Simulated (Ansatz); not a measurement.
# Cobalt, diamond under RPBE: structure, energy and stiffness

What does RPBE give for cobalt in the diamond structure? We relax it, solve it on a dense k-mesh, then scale the cell to 7 volumes from 88 to 112 % of the relaxed one and try a fit of the equation of state. Spin polarisation is left out, though the real metal is magnetic, so this state lies above the ground state. The k-meshes are 11×11×11 for the relaxation; 18×18×18 for the dense run; 12×12×12 for the volumes.

This is Co in the diamond structure; at room conditions it is hcp.

Program: Ansatz 0.2.0. Level of theory: DFT RPBE, plane waves (420 eV) with PAW, scalar-relativistic; PBE-made PAW files. These are calculated values, not measurements.

## 1. The starting structure

Symmetry: Fd-3m, No. 227, cubic system. Conventional cell: a = 4.927 Å, b = 4.927 Å, c = 4.927 Å, α = 90.00°, β = 90.00°, γ = 90.00°. Around Co (site symmetry -43m) lie 4 Co at 2.13 Å.

Structure file:

```
CELL_PARAMETERS angstrom
0.00000 2.46343 2.46343
2.46343 0.00000 2.46343
2.46343 2.46343 0.00000
ATOMIC_POSITIONS crystal
Co 0.12500 0.12500 0.12500
Co 0.87500 0.87500 0.87500
```

## 2. Relaxing cell and atoms

File input.yaml:

```yaml
crystal:
  lattice:
    - [0.0, 2.4634331982, 2.4634331982]
    - [2.4634331982, 0.0, 2.4634331982]
    - [2.4634331982, 2.4634331982, 0.0]
  atoms:
    - { symbol: Co, position: [0.125, 0.125, 0.125] }
    - { symbol: Co, position: [0.875, 0.875, 0.875] }
hamiltonian:
  xc: rpbe
  pseudopotentials:
    kind: paw
    azcp:
      Co: "pseudopotentials/Co.paw.azcp"
basis:
  ecutwfc: 420
  fft_grid_basis: typed
kpoints:
  mp_grid: { grid: [11, 11, 11], shift: [0, 0, 0] }
magnetization:
  spin_polarized: false
scf:
  occupations: { method: fermi_dirac, width: 0.1 }
relax:
  max_steps: 60
  f_tol: 0.01
  cell: {}
output:
  write_density: true
  write_potential: true
  elf: true
  volumetric_format: npy
```

Log:

```text
Warning: RAYON_NUM_THREADS=2 ignored (pool sized by the plan → 2); use --threads N
Engine: ansatz 0.2.0, aarch64-unknown-linux-gnu
Pseudopotentials: kind: paw
Pseudopotential: Co, paw, valence charge 17, recommended cutoff 420 eV (normal), <dir>
Functional definition: RPBE
  parameter kappa = 0.804
  parameter beta = 0.06672455060314922
  exchange = rpbe_x(kappa = kappa, mu = beta*pi^2/3)
  correlation = pbe_c(beta = beta)
Crystal: 2 atoms, lattice volume = 29.899 Å³
Basis set: ecut = 420 eV, 561 PW (Γ), exchange–correlation on 48×48×48 points (8 copies of the dense FFT grid, shifted against one another)
Bands: 21, of which v1, the nominal top of the filled ones, is band 17 counted from 1 (16 counted from 0)
Symmetry: 48 space group operations
Space group: Fd-3m (ITA 227), of the structure as read, at distance tolerance 3.1e-5 Å
k-points: 56 of 1331
Non-local potential: Co, projectors of the file, l = 0: 3, l = 1: 2, l = 2: 3, l = 3: 1
PAW form: soft (Blöchl's): semilocal exchange-correlation on the pseudo side does not see the compensation charge
PAW frozen core: Co, regenerated for the run's functional, and the local potential with it (the file was generated under x = pbe(κ = 0.804, μ = 0.2195149727645171), c = pbe(β = 0.06672455060314922))
PAW one-centre angular grid: Co, 590 points (default); XC on 64 Gauss nodes
Initial density: superposition of atomic densities (neutral atoms: chi_scale 0, normalization atom), corrected by the library's trained network
Initial wavefunctions: pseudopotential atomic-orbital guess
Functional: x = rpbe, c = pbe(β = 0.06672455060314922)
SCF iter   1: F=—  HF=-10259.448797 eV  |F-HF|=—  |Δ(HF+E_count)|=         —  Δρ=2.03e-2  dr2=7.29e-2  ethr=1.77e-3  ⟨swp⟩=5.6  Hψ=4513  notcnv=0
preconditioner: auto → Kerker (q_TF=auto, 2.787 Å⁻¹)  [metal: Δε(μ)=0.027 eV  Ē_g=4.999 eV  σ=0.100 eV  W_gap=0.07  n_scr=14 (ndim 8)  ℏωp=28.8 eV  f_vac=0.008  D(μ)=4.40/eV (n_scr^D=64)]
SCF iter   2: F=—  HF=-10259.439617 eV  |F-HF|=—  |Δ(HF+E_count)|=   9.18e-3  Δρ=4.73e-3  dr2=5.12e-3  ethr=2.14e-4  ⟨swp⟩=2.9  Hψ=2196  notcnv=0
SCF iter   3: F=—  HF=-10259.439008 eV  |F-HF|=—  |Δ(HF+E_count)|=   6.09e-4  Δρ=1.91e-3  dr2=9.52e-4  ethr=1.51e-5  ⟨swp⟩=1.1  Hψ=1180  notcnv=0
SCF iter   4: F=—  HF=-10259.438971 eV  |F-HF|=—  |Δ(HF+E_count)|=   3.62e-5  Δρ=4.13e-4  dr2=2.06e-5  ethr=2.80e-6  ⟨swp⟩=2.0  Hψ=1630  notcnv=0
SCF iter   5: F=—  HF=-10259.438997 eV  |F-HF|=—  |Δ(HF+E_count)|=   2.55e-5  Δρ=9.36e-5  dr2=2.72e-6  ethr=6.05e-8  ⟨swp⟩=2.0  Hψ=2142  notcnv=0
SCF iter   6: F=—  HF=-10259.438997 eV  |F-HF|=—  |Δ(HF+E_count)|=   3.24e-7  Δρ=2.81e-5  dr2=2.50e-7  ethr=8.00e-9  ⟨swp⟩=2.0  Hψ=1421  notcnv=0
SCF iter   7: F=-10259.438997 eV  HF=-10259.438997 eV  |F-HF|=8.31e-9  |Δ(HF+E_count)|=   2.48e-8  Δρ=6.90e-6  dr2=1.02e-8  ethr=2.94e-10  ⟨swp⟩=8.0  Hψ=7507  notcnv=0
SCF 1 converged in 7 iterations: F = -10259.438997 eV  dr2 = 1.02e-8
relax step   1: F+E_penalty+E_count = -10259.43899712 eV  Δ(F+E_penalty+E_count) = +0.000e0 eV  max|allowed force component| = 6.794e-18 eV/Å  Δτ_max = 0.0000 Å  P = +3.538 GPa  Ω = 29.899 Å³  (7 SCF iters, dr2 threshold 1.00e-7 eV, accepted)
Crystal: 2 atoms, lattice volume = 30.365 Å³
Basis set: ecut = 420 eV, 609 PW (Γ), exchange–correlation on 48×48×48 points (8 copies of the dense FFT grid, shifted against one another)
Initial density: handed on by an earlier stage of this run
Initial wavefunctions: those handed on with the density
iter 1 solved again at ethr=4.71e-7 eV; its pass at ethr=3.10e-3 eV (dr2=1.60e-4 eV) is discarded
SCF iter   1: F=—  HF=-10259.445919 eV  |F-HF|=—  |Δ(HF+E_count)|=         —  Δρ=1.05e-3  dr2=1.86e-4  ethr=4.71e-7  ⟨swp⟩=2.9  Hψ=6452  notcnv=0
preconditioner: auto → Kerker (q_TF=auto, 2.780 Å⁻¹)  [metal: Δε(μ)=0.052 eV  Ē_g=4.906 eV  σ=0.100 eV  W_gap=0.13  n_scr=14 (ndim 8)  ℏωp=28.6 eV  f_vac=0.002  D(μ)=4.39/eV (n_scr^D=64)]
SCF iter   2: F=—  HF=-10259.445921 eV  |F-HF|=—  |Δ(HF+E_count)|=   2.03e-6  Δρ=4.81e-4  dr2=5.92e-5  ethr=4.71e-7  ⟨swp⟩=2.3  Hψ=1619  notcnv=0
SCF iter   3: F=—  HF=-10259.445929 eV  |F-HF|=—  |Δ(HF+E_count)|=   7.50e-6  Δρ=2.60e-4  dr2=2.74e-5  ethr=1.74e-7  ⟨swp⟩=2.0  Hψ=1709  notcnv=0
SCF iter   4: F=—  HF=-10259.445928 eV  |F-HF|=—  |Δ(HF+E_count)|=   6.01e-7  Δρ=1.70e-4  dr2=8.59e-6  ethr=8.06e-8  ⟨swp⟩=2.0  Hψ=1668  notcnv=0
SCF iter   5: F=—  HF=-10259.445927 eV  |F-HF|=—  |Δ(HF+E_count)|=   1.43e-6  Δρ=3.49e-5  dr2=4.93e-7  ethr=2.53e-8  ⟨swp⟩=2.0  Hψ=1565  notcnv=0
SCF iter   6: F=-10259.445927 eV  HF=-10259.445927 eV  |F-HF|=1.69e-8  |Δ(HF+E_count)|=   1.35e-7  Δρ=8.78e-6  dr2=2.36e-8  ethr=5.88e-10  ⟨swp⟩=8.3  Hψ=7716  notcnv=0
SCF 2 converged in 6 iterations: F = -10259.445927 eV  dr2 = 2.36e-8
relax step   2: F+E_penalty+E_count = -10259.44592707 eV  Δ(F+E_penalty+E_count) = -6.930e-3 eV  max|allowed force component| = 3.585e-17 eV/Å  Δτ_max = 0.0000 Å  P = +1.517 GPa  Ω = 30.365 Å³  energy of the carried Pulay correction = -3.811e-4 eV  (6 SCF iters, dr2 threshold 2.00e-7 eV, accepted)
Crystal: 2 atoms, lattice volume = 30.724 Å³
iter 1 solved again at ethr=3.12e-7 eV; its pass at ethr=3.10e-3 eV (dr2=1.06e-4 eV) is discarded
SCF iter   1: F=—  HF=-10259.447396 eV  |F-HF|=—  |Δ(HF+E_count)|=         —  Δρ=8.44e-4  dr2=1.21e-4  ethr=3.12e-7  ⟨swp⟩=2.9  Hψ=6145  notcnv=0
preconditioner: auto → Kerker (q_TF=auto, 2.775 Å⁻¹)  [metal: Δε(μ)=0.051 eV  Ē_g=4.848 eV  σ=0.100 eV  W_gap=0.13  n_scr=14 (ndim 8)  ℏωp=28.4 eV  f_vac=0.002  D(μ)=4.47/eV (n_scr^D=64)]
SCF iter   2: F=—  HF=-10259.447396 eV  |F-HF|=—  |Δ(HF+E_count)|=   2.45e-7  Δρ=3.68e-4  dr2=3.52e-5  ethr=3.12e-7  ⟨swp⟩=2.5  Hψ=1618  notcnv=0
SCF iter   3: F=—  HF=-10259.447399 eV  |F-HF|=—  |Δ(HF+E_count)|=   3.71e-6  Δρ=1.96e-4  dr2=1.58e-5  ethr=1.04e-7  ⟨swp⟩=1.2  Hψ=1319  notcnv=0
SCF iter   4: F=—  HF=-10259.447399 eV  |F-HF|=—  |Δ(HF+E_count)|=   4.27e-7  Δρ=1.14e-4  dr2=4.22e-6  ethr=4.66e-8  ⟨swp⟩=1.5  Hψ=1425  notcnv=0
iter 5 did not close the SCF: its close was put off for the readings that it lacked (scf_convergence_deferred on its scf_iter line)
SCF iter   5: F=-10259.447399 eV  HF=-10259.447398 eV  |F-HF|=9.45e-8  |Δ(HF+E_count)|=   5.30e-7  Δρ=2.61e-5  dr2=1.96e-7  ethr=1.24e-8  ⟨swp⟩=2.0  Hψ=1596  notcnv=0
SCF iter   6: F=-10259.447399 eV  HF=-10259.447399 eV  |F-HF|=1.03e-8  |Δ(HF+E_count)|=   1.39e-7  Δρ=6.42e-6  dr2=1.09e-8  ethr=5.75e-10  ⟨swp⟩=6.2  Hψ=7881  notcnv=0
SCF 3 converged in 6 iterations: F = -10259.447399 eV  dr2 = 1.09e-8
relax step   3: F+E_penalty+E_count = -10259.44739864 eV  Δ(F+E_penalty+E_count) = -1.472e-3 eV  max|allowed force component| = 3.469e-17 eV/Å  Δτ_max = 0.0000 Å  P = +0.068 GPa  Ω = 30.724 Å³  energy of the carried Pulay correction = -6.709e-4 eV  (6 SCF iters, dr2 threshold 2.00e-7 eV, accepted)
Crystal: 2 atoms, lattice volume = 30.742 Å³
iter 1 solved again at ethr=6.94e-10 eV; its pass at ethr=3.10e-3 eV (dr2=2.36e-7 eV) is discarded
SCF iter   1: F=—  HF=-10259.447383 eV  |F-HF|=—  |Δ(HF+E_count)|=         —  Δρ=4.05e-5  dr2=3.02e-7  ethr=6.94e-10  ⟨swp⟩=3.0  Hψ=6370  notcnv=0
preconditioner: auto → Kerker (q_TF=auto, 2.774 Å⁻¹)  [metal: Δε(μ)=0.051 eV  Ē_g=4.845 eV  σ=0.100 eV  W_gap=0.13  n_scr=14 (ndim 8)  ℏωp=28.4 eV  f_vac=0.002  D(μ)=4.47/eV (n_scr^D=64)]
SCF iter   2: F=—  HF=-10259.447388 eV  |F-HF|=—  |Δ(HF+E_count)|=   5.44e-6  Δρ=1.90e-5  dr2=1.10e-7  ethr=6.94e-10  ⟨swp⟩=2.7  Hψ=1804  notcnv=0
SCF iter   3: F=—  HF=-10259.447388 eV  |F-HF|=—  |Δ(HF+E_count)|=   1.57e-8  Δρ=1.05e-5  dr2=5.06e-8  ethr=3.25e-10  ⟨swp⟩=1.0  Hψ=1176  notcnv=0
iter 4 did not close the SCF: its close was put off for the readings that it lacked (scf_convergence_deferred on its scf_iter line)
SCF iter   4: F=-10259.447388 eV  HF=-10259.447388 eV  |F-HF|=9.73e-9  |Δ(HF+E_count)|=   2.48e-9  Δρ=5.57e-6  dr2=1.02e-8  ethr=1.49e-10  ⟨swp⟩=2.0  Hψ=1682  notcnv=0
iter 5 did not close the SCF: its close was put off for the readings that it lacked (scf_convergence_deferred on its scf_iter line)
SCF iter   5: F=-10259.447388 eV  HF=-10259.447388 eV  |F-HF|=3.00e-10  |Δ(HF+E_count)|=  8.86e-10  Δρ=1.43e-6  dr2=4.34e-10  ethr=3.00e-11  ⟨swp⟩=2.0  Hψ=1621  notcnv=0
SCF iter   6: F=-10259.447388 eV  HF=-10259.447388 eV  |F-HF|=2.55e-11  |Δ(HF+E_count)|=  3.64e-10  Δρ=2.72e-7  dr2=1.89e-11  ethr=1.28e-12  ⟨swp⟩=4.5  Hψ=6276  notcnv=0
SCF 4 converged in 6 iterations: F = -10259.447388 eV  dr2 = 1.89e-11
relax step   4: F+E_penalty+E_count = -10259.44738837 eV  Δ(F+E_penalty+E_count) = +1.027e-5 eV  max|allowed force component| = 3.701e-17 eV/Å  Δτ_max = 0.0000 Å  P = +0.000 GPa  Ω = 30.742 Å³  energy of the carried Pulay correction = -6.849e-4 eV  (6 SCF iters, accepted)
Initial wavefunctions: pseudopotential atomic-orbital guess (no wavefunctions were taken with the density)
iter 1 solved again at ethr=1.09e-7 eV; its pass at ethr=3.10e-3 eV (dr2=3.72e-5 eV) is discarded
SCF iter   1: F=—  HF=-10259.445684 eV  |F-HF|=—  |Δ(HF+E_count)|=         —  Δρ=8.78e-4  dr2=6.17e-6  ethr=1.09e-7  ⟨swp⟩=3.0  Hψ=7843  notcnv=0
SCF iter   2: F=—  HF=-10259.447475 eV  |F-HF|=—  |Δ(HF+E_count)|=   1.79e-3  Δρ=4.61e-4  dr2=2.89e-6  ethr=1.81e-8  ⟨swp⟩=2.0  Hψ=1646  notcnv=0
SCF iter   3: F=—  HF=-10259.448049 eV  |F-HF|=—  |Δ(HF+E_count)|=   5.73e-4  Δρ=1.19e-4  dr2=3.05e-7  ethr=8.50e-9  ⟨swp⟩=2.1  Hψ=1453  notcnv=0
SCF iter   4: F=—  HF=-10259.448080 eV  |F-HF|=—  |Δ(HF+E_count)|=   3.18e-5  Δρ=5.47e-5  dr2=1.02e-7  ethr=8.97e-10  ⟨swp⟩=2.4  Hψ=1692  notcnv=0
SCF iter   5: F=—  HF=-10259.448088 eV  |F-HF|=—  |Δ(HF+E_count)|=   7.22e-6  Δρ=1.17e-5  dr2=6.72e-9  ethr=3.00e-10  ⟨swp⟩=2.4  Hψ=1660  notcnv=0
SCF iter   6: F=—  HF=-10259.448088 eV  |F-HF|=—  |Δ(HF+E_count)|=   3.46e-7  Δρ=2.14e-6  dr2=9.87e-10  ethr=1.98e-11  ⟨swp⟩=2.3  Hψ=1683  notcnv=0
SCF iter   7: F=—  HF=-10259.448088 eV  |F-HF|=—  |Δ(HF+E_count)|=   3.99e-9  Δρ=6.03e-7  dr2=1.01e-10  ethr=2.90e-12  ⟨swp⟩=1.6  Hψ=1224  notcnv=0
SCF iter   8: F=-10259.448088 eV  HF=-10259.448088 eV  |F-HF|=0.00e0  |Δ(HF+E_count)|=  9.09e-12  Δρ=8.99e-8  dr2=2.31e-12  ethr=1.00e-12  ⟨swp⟩=5.8  Hψ=5217  notcnv=0
SCF 5 converged in 8 iterations: F = -10259.448088 eV  dr2 = 2.31e-12
relax step   5: F+E_penalty+E_count = -10259.44808792 eV  Δ(F+E_penalty+E_count) = -6.995e-4 eV  max|allowed force component| = 2.053e-17 eV/Å  Δτ_max = 0.0000 Å  P = +0.027 GPa  Ω = 30.742 Å³  stress off target by 2.67e-2 GPa  SCF on the basis re-selected at this cell (its energy is not comparable with the rows above)  (8 SCF iters)
basis re-selected at this cell: Δ(F+E_penalty+E_count) = -6.995e-4 eV, ΔP = +0.026 GPa vs the last step (what re-selecting the basis moved, of the pressure what is left beyond the Pulay correction that the steps carried, after the strain that the cell walked since its last selection, with what the two solves' SCF thresholds leave and, on support functions, any second-order correction that the steps lacked; it is no measure of the basis error at this ecutwfc). This SCF's stress stands 2.67e-2 GPa from its target on what of the cell is left free (relax.cell.stress_tol is 5.00e-2 GPa) and its largest allowed force component is 2.05e-17 eV/Å (relax.f_tol is 1.00e-2 eV/Å): within both
SCF converged after 8 iterations
Free energy (F): -10259.448088 eV
Harris-Foulkes:  -10259.448088 eV  (|F-HF|=0.00e0)
Internal energy: -10259.300687 eV  (E = F + TS)
E sigma→0 (E₀):  -10259.374387 eV
Entropy (-TS):   -0.147401 eV (-73.701 meV/atom)
Fermi energy:    12.042282 eV
--- Per-component energies (eV) ---
  E_band       = -713.558338
  E_kinetic    = 910.706394
  E_local      = -7283.253434  (includes V_loc(G=0)·N_el)
  E_nonlocal   = 912.088147
  E_hartree    = 3071.545615
  E_xc         = -316.151709
  E_vxc        = -407.046734  (∫ρ·V_xc dr)
  E_paw        = -3046.131730  (= ΣΔE_a)
  E_vpaw       = -989.144249  (= ΣTr[D̂ρ^β])
  E_aug_tail   = 0.000149  (compensation charges beyond the density's cutoff)
  E_ewald      = -4508.011479
  E_core_change = -0.092639  (= ΣΔE_core)
  E_smearing   = -0.147401  (= −TS)
  E_closure    = -0.000000  (closes the sum)
  Σ components = -10259.448088   (vs F -10259.448088, Δ=0.00e0)
--- Forces (eV/Å), atoms counted from 1 ---
  atom   1  Co    -0.00000000    -0.00000000    -0.00000000
  atom   2  Co     0.00000000     0.00000000     0.00000000
  max |Σ_I F_I| component: 6.94e-18 eV/Å
--- Stress (GPa, compression-positive) ---
        0.026678       0.000000      -0.000000
        0.000000       0.026678       0.000000
       -0.000000       0.000000       0.026678
  P = ⅓ Tr σ = 0.0267 GPa (0.267 kbar)
--- Band table (eV; the first three rows and the last of 56) ---
  k-point 0: bands = ["-83.2973", "-83.0822", "-46.6022", "-46.6022", "-46.6022", "-46.2384", "-46.2384", "-46.2384", "5.2659", "9.1478", "9.1478", "9.2819", "9.2819", "9.2819", "11.0490", "11.0490", "11.0490", "12.3169", "12.3169", "24.9213", "24.9213"]
  k-point 1: bands = ["-83.2941", "-83.0852", "-46.6054", "-46.6054", "-46.6012", "-46.2399", "-46.2351", "-46.2351", "5.4251", "9.0530", "9.0530", "9.2901", "9.4131", "9.4131", "10.9801", "11.0400", "11.0400", "12.3167", "12.3167", "22.3949", "23.9777"]
  k-point 2: bands = ["-83.2847", "-83.0943", "-46.6140", "-46.6140", "-46.5988", "-46.2441", "-46.2267", "-46.2267", "5.8910", "8.9779", "8.9779", "9.3232", "9.5673", "9.5673", "10.7883", "11.0437", "11.0437", "12.3090", "12.3090", "19.6923", "23.0576"]
  k-point 55: bands = ["-83.1991", "-83.1790", "-46.6826", "-46.6740", "-46.4484", "-46.3986", "-46.1691", "-46.1616", "8.4930", "8.5812", "9.5445", "9.5695", "9.9676", "10.2564", "10.4428", "10.6234", "12.4635", "12.5074", "13.8398", "14.3852", "14.7232"]
--- Relaxed structure (4 steps of the walk, 4 accepted, 1 SCFs on fresh bases) ---
  F+E_penalty+E_count = -10259.44808792 eV   max|allowed force component| = 2.053e-17 eV/Å   (the final SCF, on the basis selected at the relaxed cell)
  cell:  # Å, volume = 30.7416 Å³
    - [1.9028029944320286e-34, 2.4863675402896925, 2.4863675402896925]
    - [2.4863675402896925, 2.794493098393593e-34, 2.4863675402896925]
    - [2.4863675402896925, 2.4863675402896925, 1.178304782607105e-34]
  atoms:
    - { symbol: Co, position: [0.125, 0.125, 0.125] }
    - { symbol: Co, position: [0.8749999999999999, 0.8749999999999999, 0.8749999999999999] }
```

It took 4 s on 2 threads of an Arm CPU, shared host; peak memory 0.33 GiB.

Relaxation path:

```
step  energy change (meV/atom)  largest force (eV/Å)  pressure (GPa)  volume (Å³/atom)
   1                      0.00                0.0000            3.54            14.949
   2                     -3.46                0.0000            1.52            15.182
   3                     -4.20                0.0000            0.07            15.362
   4                     -4.20                0.0000            0.00            15.371
   5                     -4.55                0.0000            0.03            15.371
```

Steps that repeat a cell are solved on a basis chosen anew, so their changes of energy are no gain of the relaxation.

The cell of the run, before and after:

|  | before | after | change |
| --- | --- | --- | --- |
| a (Å) | 3.484 | 3.516 | +0.9 % |
| b (Å) | 3.484 | 3.516 | +0.9 % |
| c (Å) | 3.484 | 3.516 | +0.9 % |
| volume (Å³/atom) | 14.949 | 15.371 | +2.8 % |
| shortest distance (Å) | 2.133 | 2.153 | +0.9 % |
| space group (spins left aside) | Fd-3m | Fd-3m | same |

## 3. Dense single point

File input.yaml:

```yaml
crystal:
  lattice:
    - [0.0, 2.4863675403, 2.4863675403]
    - [2.4863675403, 0.0, 2.4863675403]
    - [2.4863675403, 2.4863675403, 0.0]
  atoms:
    - { symbol: Co, position: [0.125, 0.125, 0.125] }
    - { symbol: Co, position: [0.875, 0.875, 0.875] }
hamiltonian:
  xc: rpbe
  pseudopotentials:
    kind: paw
    azcp:
      Co: "pseudopotentials/Co.paw.azcp"
basis:
  ecutwfc: 420
  fft_grid_basis: typed
kpoints:
  mp_grid: { grid: [18, 18, 18], shift: [0, 0, 0] }
magnetization:
  spin_polarized: false
scf:
  occupations: { method: fermi_dirac, width: 0.1 }
```

Log (excerpt; [...] marks lines left out):

```text
Warning: RAYON_NUM_THREADS=2 ignored (pool sized by the plan → 2); use --threads N
[...]
Pseudopotentials: kind: paw
Pseudopotential: Co, paw, valence charge 17, recommended cutoff 420 eV (normal), <dir>
Functional definition: RPBE
[...]
Crystal: 2 atoms, lattice volume = 30.742 Å³
Basis set: ecut = 420 eV, 609 PW (Γ)
Bands: 21, of which v1, the nominal top of the filled ones, is band 17 counted from 1 (16 counted from 0)
Symmetry: 48 space group operations
Space group: Fd-3m (ITA 227), of the structure as read, at distance tolerance 3.1e-5 Å
k-points: 195 of 5832
[...]
SCF iter   1: F=—  HF=-10259.457153 eV  |F-HF|=—  |Δ(HF+E_count)|=         —  Δρ=1.97e-2  dr2=7.10e-2  ethr=1.77e-3  ⟨swp⟩=5.7  Hψ=15769  notcnv=0
[...]
SCF iter   7: F=-10259.448066 eV  HF=-10259.448066 eV  |F-HF|=3.77e-9  |Δ(HF+E_count)|=   1.02e-9  Δρ=4.96e-6  dr2=6.21e-9  ethr=2.94e-10  ⟨swp⟩=2.2  Hψ=8300  notcnv=0
[...]
SCF converged after 7 iterations
Free energy (F): -10259.448066 eV
[...]
E sigma→0 (E₀):  -10259.374135 eV
Entropy (-TS):   -0.147861 eV (-73.930 meV/atom)
Fermi energy:    12.036882 eV
[...]
```

Run time: 2 s. Hardware: 2 threads of an Arm CPU, shared host; peak memory 0.36 GiB.

## 4. Volume × 0.88

File input.yaml:

```yaml
crystal:
  lattice:
    - [0.0, 2.3826461609, 2.3826461609]
    - [2.3826461609, 0.0, 2.3826461609]
    - [2.3826461609, 2.3826461609, 0.0]
  atoms:
    - { symbol: Co, position: [0.125, 0.125, 0.125] }
    - { symbol: Co, position: [0.875, 0.875, 0.875] }
hamiltonian:
  xc: rpbe
  pseudopotentials:
    kind: paw
    azcp:
      Co: "pseudopotentials/Co.paw.azcp"
basis:
  ecutwfc: 420
  fft_grid_basis: typed
kpoints:
  mp_grid: { grid: [12, 12, 12], shift: [0, 0, 0] }
magnetization:
  spin_polarized: false
scf:
  occupations: { method: fermi_dirac, width: 0.1 }
  lower_state_search: "off"
output:
  stress: true
```

Log (excerpt; [...] marks lines left out):

```text
Warning: RAYON_NUM_THREADS=2 ignored (pool sized by the plan → 2); use --threads N
[...]
Pseudopotentials: kind: paw
Pseudopotential: Co, paw, valence charge 17, recommended cutoff 420 eV (normal), <dir>
Functional definition: RPBE
[...]
Crystal: 2 atoms, lattice volume = 27.053 Å³
Basis set: ecut = 420 eV, 531 PW (Γ)
Bands: 21, of which v1, the nominal top of the filled ones, is band 17 counted from 1 (16 counted from 0)
Symmetry: 48 space group operations
Space group: Fd-3m (ITA 227), of the structure as read, at distance tolerance 3.0e-5 Å
k-points: 72 of 1728
[...]
SCF iter   1: F=—  HF=-10259.252311 eV  |F-HF|=—  |Δ(HF+E_count)|=         —  Δρ=2.15e-2  dr2=7.45e-2  ethr=1.77e-3  ⟨swp⟩=5.7  Hψ=5811  notcnv=0
[...]
SCF iter   7: F=-10259.240443 eV  HF=-10259.240443 eV  |F-HF|=1.41e-8  |Δ(HF+E_count)|=   2.24e-8  Δρ=1.02e-5  dr2=1.62e-8  ethr=2.94e-10  ⟨swp⟩=4.6  Hψ=5463  notcnv=0
[...]
SCF converged after 7 iterations
Free energy (F): -10259.240443 eV
[...]
E sigma→0 (E₀):  -10259.179770 eV
Entropy (-TS):   -0.121347 eV (-60.673 meV/atom)
Fermi energy:    14.351442 eV
[...]
--- Stress (GPa, compression-positive) ---
       20.411770       0.000000       0.000000
        0.000000      20.411770      -0.000000
        0.000000       0.000000      20.411770
  P = ⅓ Tr σ = 20.4118 GPa (204.118 kbar)
```

Run time: 0.93 s. Hardware: 2 threads of an Arm CPU, shared host; peak memory 0.31 GiB.

## 5. Volume × 0.92

Edit input.yaml of step 4 so:

```diff
@@ -2,5 +2,5 @@
   lattice:
-    - [0.0, 2.3826461609, 2.3826461609]
-    - [2.3826461609, 0.0, 2.3826461609]
-    - [2.3826461609, 2.3826461609, 0.0]
+    - [0.0, 2.4182132876, 2.4182132876]
+    - [2.4182132876, 0.0, 2.4182132876]
+    - [2.4182132876, 2.4182132876, 0.0]
   atoms:
```

Log (excerpt; [...] marks lines left out):

```text
Warning: RAYON_NUM_THREADS=2 ignored (pool sized by the plan → 2); use --threads N
[...]
Pseudopotentials: kind: paw
Pseudopotential: Co, paw, valence charge 17, recommended cutoff 420 eV (normal), <dir>
Functional definition: RPBE
[...]
Crystal: 2 atoms, lattice volume = 28.282 Å³
Basis set: ecut = 420 eV, 537 PW (Γ)
Bands: 21, of which v1, the nominal top of the filled ones, is band 17 counted from 1 (16 counted from 0)
Symmetry: 48 space group operations
Space group: Fd-3m (ITA 227), of the structure as read, at distance tolerance 3.0e-5 Å
k-points: 72 of 1728
[...]
SCF iter   1: F=—  HF=-10259.373848 eV  |F-HF|=—  |Δ(HF+E_count)|=         —  Δρ=2.06e-2  dr2=7.06e-2  ethr=1.77e-3  ⟨swp⟩=5.6  Hψ=5797  notcnv=0
[...]
SCF iter   7: F=-10259.363528 eV  HF=-10259.363528 eV  |F-HF|=9.55e-9  |Δ(HF+E_count)|=   3.06e-8  Δρ=7.82e-6  dr2=1.11e-8  ethr=2.94e-10  ⟨swp⟩=4.4  Hψ=5137  notcnv=0
[...]
SCF converged after 7 iterations
Free energy (F): -10259.363528 eV
[...]
E sigma→0 (E₀):  -10259.298543 eV
Entropy (-TS):   -0.129970 eV (-64.985 meV/atom)
Fermi energy:    13.511578 eV
[...]
--- Stress (GPa, compression-positive) ---
       11.992463       0.000000      -0.000000
        0.000000      11.992463      -0.000000
       -0.000000       0.000000      11.992463
  P = ⅓ Tr σ = 11.9925 GPa (119.925 kbar)
```

Run time: 0.95 s. Hardware: 2 threads of an Arm CPU, shared host; peak memory 0.31 GiB.

[end of part 1 of 2]
